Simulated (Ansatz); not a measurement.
**Levels of theory for BN (R3m)**

All numbers come from the PAW code Ansatz. Calculated for a static, non-magnetic cell.

The cell is BN (R3m) from a database of computed structures; cell and atoms were relaxed with r2SCAN+rVV10. Space group R3m (No. 160), trigonal; conventional cell a = 2.500 Å, c = 9.760 Å, 8.81 Å³ an atom. B has 3 N at 1.44 Å; N has 3 B at 1.44 Å.

Relaxed lattice by functional, symmetry kept:

| functional | k mesh | a (Å) | c (Å) | volume (Å³/atom) |
| --- | --- | --- | --- | --- |
| PBE-D3(BJ) | 10×10×10 | 2.506 | 9.895 | 8.97 |
| r2SCAN+rVV10 | 10×10×10 | 2.500 | 9.760 | 8.81 |
| PBE-D4 | 10×10×10 | 2.507 | 9.795 | 8.88 |

On this one geometry the levels give:

| level | k mesh | gap (eV) | kind | edges | least direct gap (eV) | rough cost |
| --- | --- | --- | --- | --- | --- | --- |
| LDA | 12×12×12 | 3.95 | indirect | (-0.010, 0.294, -0.323) → F | 4.57 | 3 core-seconds |
| r2SCAN | 12×12×12 | 4.65 | indirect | (-0.010, 0.294, -0.323) → F | 5.34 | 8 core-seconds |
| HSE06 | 8×8×8 | 5.40 | indirect | (-0.010, 0.294, -0.323) → F | 6.11 | 80 core-seconds |
| DDH-PBE0 | 8×8×8 | 6.07 | indirect | (-0.010, 0.294, -0.323) → F | 6.79 | 80 core-seconds |
| PBE0 | 8×8×8 | 6.14 | indirect | (-0.010, 0.294, -0.323) → F | 6.86 | 80 core-seconds |
| Hartree-Fock | 8×8×8 | 12.84 | indirect | (-0.010, 0.294, -0.323) → F | 14.11 | 80 core-seconds |

Wave cutoffs: 420 eV, 500 eV (r2SCAN).
Points off the special ones are mesh points or PBE's searched band edges, reused at the other levels. PBE's own run along the path (4.15 eV) came before the search for the edges and missed one, so it isn't listed. Set aside, since their points miss a band edge that the other levels read or their mesh is too coarse: LC-ωPBE.
Costs come from shared machines and give only the order. The runs had 2 threads of Arm Neoverse V2 (shared host).

The HSE06 gap is indirect, 5.40 eV (k = (-0.010, 0.294, -0.323) to F), below the direct gap of 6.11 eV at H₀–L (0.20 of the way from H₀).

Among these functionals the gap stays indirect.

r2SCAN (ground state on 10×10×10): The clamped-ion dielectric constant comes out as 4.50 along x and y, 2.68 along z. Born charges, averaged over directions: B +2.06, N -2.06 e. PBE (ground state on 10×10×10): The clamped-ion dielectric constant comes out as 4.84 along x and y, 2.73 along z. Born charges, averaged over directions: B +2.05, N -2.05 e.

Coordinates of k points refer to the reciprocal vectors of the primitive cell of the runs.
